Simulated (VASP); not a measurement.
# InSb (F-43m) in VASP: further runs

One crystal, InSb, is run at these levels: PBE, LDA, r2SCAN; tasks: band structure.

All numbers are computed with VASP 6.6.1; they aren't measurements. Logs are shortened: lines on timing, memory, paths and dates and some standing lists are left out, and cuts for length are marked.

**The experiment to reproduce.**

From “Electronic Structure and Epitaxy of CdTe Shells on InSb Nanowires”, 2021, arxiv:2111.05126, for a bulk crystal of InSb: band gap 0.24 eV.

The runs below are set against these values where they give the same quantity.

### 1 The structure

The structure is cubic, space group F-43m (No. 216). The conventional cell has a = 6.521 Å, b = 6.521 Å, c = 6.521 Å, α = 90.00°, β = 90.00°, γ = 90.00°. In (site symmetry -43m) is surrounded by 4 Sb at 2.82 Å. Sb (site symmetry -43m) is surrounded by 4 In at 2.82 Å.

### 2 Band structure, PBE

INCAR reads:

```
SYSTEM = InSb
  ALGO = Normal
  EDIFF = 1E-7
  ENCUT = 520
  GGA = PE
  ISIF = 2
  ISMEAR = 0
  KPAR = 4
  LASPH = .TRUE.
  LCHARG = .FALSE.
  LREAL = .FALSE.
  LWAVE = .FALSE.
  NBANDS = 16
  NELM = 80
  PREC = Accurate
  SIGMA = 0.03
```

KPOINTS reads:

```
k-points
0
G
  10 10 10
  0 0 0
```

POSCAR reads:

```
InSb                                    
1.0
    0.0000000000      3.2603245811      3.2603245811
    3.2603245811      0.0000000000      3.2603245811
    3.2603245811      3.2603245811      0.0000000000
  In              Sb            
     1     1
Direct
     0.0000000000000000    0.0000000000000000    0.0000000000000000
     0.2500000000000000    0.2500000000000000    0.2500000000000000
```

KPOINTS_OPT reads:

```
explicit points
302
Reciprocal
 0.0000000000  0.0000000000  0.0000000000 1
 0.0263157895  0.0000000000  0.0263157895 1
 0.0526315789  0.0000000000  0.0526315789 1
 0.0789473684  0.0000000000  0.0789473684 1
 0.1052631579  0.0000000000  0.1052631579 1
 0.1315789474  0.0000000000  0.1315789474 1
[... 294 lines left out ...]
 0.5127584400  0.0255168800  0.5127584400 1
 0.4872415600 -0.0255168800  0.4872415600 1
```

Potentials or basis: VASP PAW PBE potentials, release 64 (In_d, Sb).

Command:

```
$ cat potpaw_PBE.64/In_d/POTCAR potpaw_PBE.64/Sb/POTCAR > POTCAR
$ mpirun -np 4 vasp_std > vasp.out
```

OUTCAR:

```text
SYSTEM = InSb
   EDIFF = 1E-7
   ENCUT = 520
   GGA = PE
   ISIF = 2
   ISMEAR = 0
   LASPH = .TRUE.
   LREAL = .FALSE.
   NELM = 80
   PREC = Accurate

 ion  position               nearest neighbor table
   1  0.000  0.000  0.000-   2 2.82   2 2.82   2 2.82   2 2.82
   2  0.250  0.250  0.250-   1 2.82   1 2.82   1 2.82   1 2.82

  LATTYP: Found a face centered cubic cell.
 ALAT       =     6.5206491622

  Lattice vectors:

 A1 = (   0.0000000000,   3.2603245811,   3.2603245811)
 A2 = (   3.2603245811,   0.0000000000,   3.2603245811)
 A3 = (   3.2603245811,   3.2603245811,   0.0000000000)

Analysis of symmetry for initial positions (statically):
=====================================================================
 Subroutine PRICEL returns:
 Original cell was already a primitive cell.

 Routine SETGRP: Setting up the symmetry group for a
 face centered cubic supercell.

 Subroutine GETGRP returns: Found 24 space group operations
 (whereof 24 operations were pure point group operations)
 out of a pool of 48 trial point group operations.

The static configuration has the point symmetry T_d .

Analysis of symmetry for dynamics (positions and initial velocities):
=====================================================================
 Subroutine PRICEL returns:
 Original cell was already a primitive cell.

 Routine SETGRP: Setting up the symmetry group for a
 face centered cubic supercell.

 Subroutine GETGRP returns: Found 24 space group operations
 (whereof 24 operations were pure point group operations)
 out of a pool of 48 trial point group operations.

The dynamic configuration has the point symmetry T_d .

 Subroutine INISYM returns: Found 24 space group operations
 (whereof 24 operations are pure point group operations),
 and found     1 'primitive' translations

----------------------------------------------------------------------------------------

                                     Primitive cell

  volume of cell :      69.3127

  direct lattice vectors                    reciprocal lattice vectors
     0.000000000  3.260324581  3.260324581    -0.153358964  0.153358964  0.153358964
     3.260324581  0.000000000  3.260324581     0.153358964 -0.153358964  0.153358964
     3.260324581  3.260324581  0.000000000     0.153358964  0.153358964 -0.153358964

  length of vectors
     4.610795240  4.610795240  4.610795240     0.265625517  0.265625517  0.265625517
[... 80 lines left out ...]
   NELM   =     80;   NELMIN=  2; NELMDL= -5     # of ELM steps
   EDIFF  = 0.1E-06   stopping-criterion for ELM
   LREAL  =      F    real-space projection
   EDIFFG = 0.1E-05   stopping-criterion for IOM
   NSW    =      0    number of steps for IOM
   IBRION =     -1    ionic relax: 0-MD 1-quasi-New 2-CG
   NFREE  =      0    steps in history (QN), initial steepest desc. (CG)
   ISIF   =      2    stress and relaxation
   ISYM   =      2    0-nonsym 1-usesym 2-fastsym
   POTIM  = 0.5000    time-step for ionic-motion
   TEBEG  =    0.0;   TEEND  =   0.0 temperature during run
   PSTRESS=    0.0 pullay stress
   NELECT =      18.0000    total number of electrons
   NUPDOWN=      -1.0000    fix difference up-down
   EMIN   =  10.00;   EMAX   =-10.00  energy-range for DOS
   EFERMI =   0.00;   METHOD = LEGACY
   ISMEAR =     0;   SIGMA  =   0.03  broadening in eV -4-tet -1-fermi 0-gaus
   EFERMI_NEDOS =   21; number of points for ismear=-14 and -15
   IALGO  =     38    algorithm
   IMIX   =      4    mixing-type and parameters
     AMIX     =   0.40;   BMIX     =  1.00
     AMIX_MAG =   1.60;   BMIX_MAG =  1.00
  volume/ion in A,a.u.               =      34.66       233.87
  Fermi-wavevector in a.u.,A,eV,Ry     =   1.044467  1.973757 14.842757  1.090912
  Thomas-Fermi vector in A             =   2.179221
   LORBIT       =      0    0 simple, 1 ext, 2 COOP (PROOUT), +10 PAW based schemes
   GGA     = PE    functional components
   LHFCALC =     F    Hartree Fock is set to
   AEXX    =    0.0000 exact exchange contribution
   IVDW    =     0    specifies the selected vdW correction
   LEPSILON=     F    determine dielectric tensor
   LRPA    =     F    only Hartree local field effects (RPA)
 non-spin polarized calculation
 Gauss-broadening in eV      SIGMA  =   0.03
  energy-cutoff  :      520.00
  volume of cell :       69.31
 maximum number of plane-waves:      1892
 NGX is ok and might be reduce to    36
   NGX = 17   NGY = 17   NGZ = 17

 number of electron      17.9999994 magnetization

 Free energy of the ion-electron system (eV)
  ---------------------------------------------------
  ext. energy  EPLUGINS =         0.00000000
  ---------------------------------------------------
  free energy    TOTEN  =        -6.92809009 eV

  energy without entropy =       -6.92804381  energy(sigma->0) =       -6.92806695

 E-fermi :   4.9130     XC(G=0):  -8.6035

 val. band max:        4.9039012562   @ k =   0.0000   0.0000   0.0000
 cond. band min:       5.4087975891   @ k =   0.5000   0.0000   0.0000
 fundamental gap:      0.5048963329
 Fermi energy:         4.9130382186

 k-point     1 :       0.0000    0.0000    0.0000
  band No.  band energies     occupation
      1      -9.6614      2.00000
      2      -9.6614      2.00000
      3      -9.6614      2.00000
      4      -9.5815      2.00000
      5      -9.5815      2.00000
      6      -5.6930      2.00000
[... 433 lines left out ...]
      3      -9.6298      2.00000
      4      -9.5940      2.00000
      5      -9.5752      2.00000
      6      -4.3696      2.00000
[... 8 lines left out ...]
     15      14.4675      0.00000
     16      14.9111      0.00000

 [... further k-points ...]

------------------------ aborting loop because EDIFF is reached ----------------------------------------

  FORCE on cell =-STRESS in cart. coord.  units (eV):
  Direction    XX          YY          ZZ          XY          YZ          ZX
  --------------------------------------------------------------------------------------
  -------------------------------------------------------------------------------------
  Total        0.9342757      0.9342757      0.9342757     -0.0000000      0.0000000      0.0000000
  in kB       21.5959911     21.5959911     21.5959911     -0.0000000      0.0000000      0.0000000
  external PRESSURE =      21.5959911 kB  Pullay stress =       0.0000000 kB

 VOLUME and BASIS-vectors are now :
 -----------------------------------------------------------------------------
  energy-cutoff  :      520.00
  volume of cell :       69.31
      direct lattice vectors                 reciprocal lattice vectors
     0.000000000  3.260324581  3.260324581    -0.153358964  0.153358964  0.153358964
     3.260324581  0.000000000  3.260324581     0.153358964 -0.153358964  0.153358964
     3.260324581  3.260324581  0.000000000     0.153358964  0.153358964 -0.153358964

 POSITION                                       TOTAL-FORCE (eV/Angst)
 -----------------------------------------------------------------------------------
      0.00000      0.00000      0.00000        -0.000000      0.000000      0.000000
      1.63016      1.63016      1.63016         0.000000     -0.000000     -0.000000
 -----------------------------------------------------------------------------------
    total drift:                               -0.000000     -0.000000     -0.000000

  FREE ENERGIE OF THE ION-ELECTRON SYSTEM (eV)
  ---------------------------------------------------
  free  energy   TOTEN  =        -6.9280900935 eV

  energy  without entropy=       -6.9280438148  energy(sigma->0) =       -6.92806695
```

It took 46 s on 4 MPI ranks of Intel Xeon 6975P-C (Granite Rapids), shared host; peak memory 0.26 GiB.

What came out:

- Free energy: -6.9281 eV
- Pressure: 2.2 GPa
- Band gap along the path: none (metal or under the smearing width)

Levels at the corners of the path, in eV from the Fermi level:
| point | band 7 | band 8 | band 9 | band 10 | band 11 | band 12 |
| --- | --- | --- | --- | --- | --- | --- |
| Γ | -0.31 | -0.01 | -0.01 | -0.01 | 2.95 | 2.95 |
| X | -5.84 | -2.21 | -2.21 | 1.33 | 1.37 | 8.03 |
| X | -5.84 | -2.21 | -2.21 | 1.33 | 1.37 | 8.03 |
| W | -5.74 | -2.79 | -2.66 | 3.43 | 3.98 | 4.19 |
| W | -5.74 | -2.79 | -2.66 | 3.43 | 3.98 | 4.19 |
| K | -5.71 | -3.04 | -1.87 | 1.62 | 3.66 | 6.19 |
| K | -5.71 | -3.04 | -1.87 | 1.62 | 3.66 | 6.19 |
| Γ | -0.31 | -0.01 | -0.01 | -0.01 | 2.95 | 2.95 |
| Γ | -0.31 | -0.01 | -0.01 | -0.01 | 2.95 | 2.95 |
| L | -5.54 | -0.99 | -0.99 | 0.50 | 3.80 | 3.80 |
| L | -5.54 | -0.99 | -0.99 | 0.50 | 3.80 | 3.80 |
| U | -5.71 | -3.04 | -1.87 | 1.62 | 3.66 | 6.19 |
| U | -5.71 | -3.04 | -1.87 | 1.62 | 3.66 | 6.19 |
| W | -5.74 | -2.79 | -2.66 | 3.43 | 3.98 | 4.19 |
| W | -5.74 | -2.79 | -2.66 | 3.43 | 3.98 | 4.19 |
| L | -5.54 | -0.99 | -0.99 | 0.50 | 3.80 | 3.80 |
| L | -5.54 | -0.99 | -0.99 | 0.50 | 3.80 | 3.80 |
| K | -5.71 | -3.04 | -1.87 | 1.62 | 3.66 | 6.19 |
| U | -5.71 | -3.04 | -1.87 | 1.62 | 3.66 | 6.19 |
| X | -5.84 | -2.21 | -2.21 | 1.33 | 1.37 | 8.03 |

Caveat: spin-orbit coupling is left out, which moves the levels of the heavy elements; this crystal is a semiconductor, whose small gap the functional closes, so the metal is an error of the method.

### 3 Band structure, LDA

INCAR, as its differences from that of step 2:

```diff
@@ -4,3 +4,2 @@
   ENCUT = 520
-  GGA = PE
   ISIF = 2
```

KPOINTS is that of step 2.

POSCAR is that of step 2.

KPOINTS_OPT is that of step 2.

Potentials or basis: VASP PAW LDA potentials, release 64 (In_d, Sb).

Command:

```
$ cat potpaw_LDA.64/In_d/POTCAR potpaw_LDA.64/Sb/POTCAR > POTCAR
$ mpirun -np 4 vasp_std > vasp.out
```

OUTCAR:

```text
SYSTEM = InSb
   EDIFF = 1E-7
   ENCUT = 520
   ISIF = 2
   ISMEAR = 0
   LASPH = .TRUE.
   LREAL = .FALSE.
   NELM = 80
   PREC = Accurate

 ion  position               nearest neighbor table
   1  0.000  0.000  0.000-   2 2.82   2 2.82   2 2.82   2 2.82
   2  0.250  0.250  0.250-   1 2.82   1 2.82   1 2.82   1 2.82

  LATTYP: Found a face centered cubic cell.
 ALAT       =     6.5206491622

  Lattice vectors:

 A1 = (   0.0000000000,   3.2603245811,   3.2603245811)
[... 644 lines left out ...]
------------------------ aborting loop because EDIFF is reached ----------------------------------------

  FORCE on cell =-STRESS in cart. coord.  units (eV):
  Direction    XX          YY          ZZ          XY          YZ          ZX
  --------------------------------------------------------------------------------------
  -------------------------------------------------------------------------------------
  Total       -0.5770675     -0.5770675     -0.5770675      0.0000000      0.0000000     -0.0000000
  in kB      -13.3390443    -13.3390443    -13.3390443      0.0000000      0.0000000     -0.0000000
  external PRESSURE =     -13.3390443 kB  Pullay stress =       0.0000000 kB

 VOLUME and BASIS-vectors are now :
 -----------------------------------------------------------------------------
  energy-cutoff  :      520.00
  volume of cell :       69.31
      direct lattice vectors                 reciprocal lattice vectors
     0.000000000  3.260324581  3.260324581    -0.153358964  0.153358964  0.153358964
     3.260324581  0.000000000  3.260324581     0.153358964 -0.153358964  0.153358964
     3.260324581  3.260324581  0.000000000     0.153358964  0.153358964 -0.153358964

 POSITION                                       TOTAL-FORCE (eV/Angst)
 -----------------------------------------------------------------------------------
      0.00000      0.00000      0.00000         0.000000      0.000000     -0.000000
      1.63016      1.63016      1.63016        -0.000000     -0.000000      0.000000
 -----------------------------------------------------------------------------------
    total drift:                                0.000000      0.000000      0.000000

  FREE ENERGIE OF THE ION-ELECTRON SYSTEM (eV)
  ---------------------------------------------------
  free  energy   TOTEN  =        -8.2069564666 eV

  energy  without entropy=       -8.2069101879  energy(sigma->0) =       -8.20693333
```

OSZICAR:

```text
N       E                     dE             d eps       ncg     rms          rms(c)
DAV:   1     0.114026275295E+03    0.11403E+03   -0.79322E+03  1512   0.110E+03
DAV:   2    -0.796187944737E+00   -0.11482E+03   -0.11133E+03  1736   0.283E+02
DAV:   3    -0.813213473457E+01   -0.73359E+01   -0.73152E+01  1912   0.737E+01
DAV:   4    -0.834816877093E+01   -0.21603E+00   -0.21601E+00  1872   0.147E+01
DAV:   5    -0.835927170367E+01   -0.11103E-01   -0.11103E-01  2272   0.275E+00    0.418E+00
DAV:   6    -0.823746716918E+01    0.12180E+00   -0.15043E-01  2224   0.595E+00    0.236E+00
DAV:   7    -0.820859587143E+01    0.28871E-01   -0.63249E-02  2104   0.228E+00    0.526E-01
DAV:   8    -0.820687493814E+01    0.17209E-02   -0.66480E-03  2032   0.939E-01    0.286E-01
DAV:   9    -0.820696728345E+01   -0.92345E-04   -0.61454E-04  1912   0.221E-01    0.807E-02
DAV:  10    -0.820695288371E+01    0.14400E-04   -0.36512E-05  1816   0.425E-02    0.308E-02
[... 56 further cycles ...]
DAV:   9    -0.460633415838E+04   -0.77529E-07     1632
       N       E                     dE             ncg
DAV:   1     0.166647176863E+05   -0.11400E+05      640
DAV:   2     0.144568412202E+05   -0.22079E+04      720
DAV:   3     0.143168030902E+05   -0.14004E+03      856
DAV:   4     0.143127201691E+05   -0.40829E+01      872
DAV:   5     0.143125316617E+05   -0.18851E+00     1016
DAV:   6     0.143125290941E+05   -0.25676E-02      888
DAV:   7     0.143125289684E+05   -0.12568E-03     1016
DAV:   8     0.143125289670E+05   -0.14409E-05      896
DAV:   9     0.143125289670E+05   -0.27680E-07      760
```

stdout:

```text
POSCAR found type information on POSCAR InSb
 POSCAR found :  2 types and       2 ions
 scaLAPACK will be used
 LDA part: xc-table for (Slater(with rela. corr.)+CA(PZ))
 , standard interpolation
 POSCAR, INCAR and KPOINTS ok, starting setup
 FFT: planning ... GRIDC
 FFT: planning ... GRID_SOFT
 FFT: planning ... GRID
 WAVECAR not read
 entering main loop
 Start KPOINTS_OPT (optional k-point list driver)
k-point batch [1-47\302]
k-point batch [48-94\302]
k-point batch [95-141\302]
k-point batch [142-188\302]
k-point batch [189-235\302]
k-point batch [236-282\302]
k-point batch [283-302\302]
```

Run time: 45 s. Hardware: 4 MPI ranks of Intel Xeon 6975P-C (Granite Rapids), shared host; peak memory 0.23 GiB.

What came out:

```
Free energy             : -8.2070 eV
Pressure                : -1.3 GPa
Band gap along the path : none (metal or under the smearing width)
```

Levels at the corners of the path, in eV from the Fermi level:
```tsv
point	band 5	band 6	band 7	band 8	band 9	band 10	band 11	band 12	band 13	band 14
Γ	-14.44	-10.66	-0.48	-0.01	-0.01	-0.01	2.90	2.90	2.90	5.51
X	-14.43	-8.75	-5.90	-2.22	-2.22	1.25	1.27	7.92	7.92	8.51
X	-14.43	-8.75	-5.90	-2.22	-2.22	1.25	1.27	7.92	7.92	8.51
W	-14.44	-8.72	-5.80	-2.81	-2.69	3.36	3.90	4.09	4.83	8.79
W	-14.44	-8.72	-5.80	-2.81	-2.69	3.36	3.90	4.09	4.83	8.79
K	-14.44	-8.79	-5.78	-3.07	-1.88	1.53	3.58	6.08	6.29	6.87
K	-14.44	-8.79	-5.78	-3.07	-1.88	1.53	3.58	6.08	6.29	6.87
Γ	-14.44	-10.66	-0.48	-0.01	-0.01	-0.01	2.90	2.90	2.90	5.51
Γ	-14.44	-10.66	-0.48	-0.01	-0.01	-0.01	2.90	2.90	2.90	5.51
L	-14.44	-9.34	-5.60	-0.99	-0.99	0.38	3.75	3.75	5.94	8.00
L	-14.44	-9.34	-5.60	-0.99	-0.99	0.38	3.75	3.75	5.94	8.00
U	-14.44	-8.79	-5.78	-3.07	-1.88	1.53	3.58	6.08	6.29	6.87
U	-14.44	-8.79	-5.78	-3.07	-1.88	1.53	3.58	6.08	6.29	6.87
W	-14.44	-8.72	-5.80	-2.81	-2.69	3.36	3.90	4.09	4.83	8.79
W	-14.44	-8.72	-5.80	-2.81	-2.69	3.36	3.90	4.09	4.83	8.79
L	-14.44	-9.34	-5.60	-0.99	-0.99	0.38	3.75	3.75	5.94	8.00
L	-14.44	-9.34	-5.60	-0.99	-0.99	0.38	3.75	3.75	5.94	8.00
K	-14.44	-8.79	-5.78	-3.07	-1.88	1.53	3.58	6.08	6.29	6.87
U	-14.44	-8.79	-5.78	-3.07	-1.88	1.53	3.58	6.08	6.29	6.87
X	-14.43	-8.75	-5.90	-2.22	-2.22	1.25	1.27	7.92	7.92	8.51
```

Caveat: spin-orbit coupling is left out, which moves the levels of the heavy elements; this crystal is a semiconductor, whose small gap the functional closes, so the metal is an error of the method.

(Continued in part 2 of 2.)
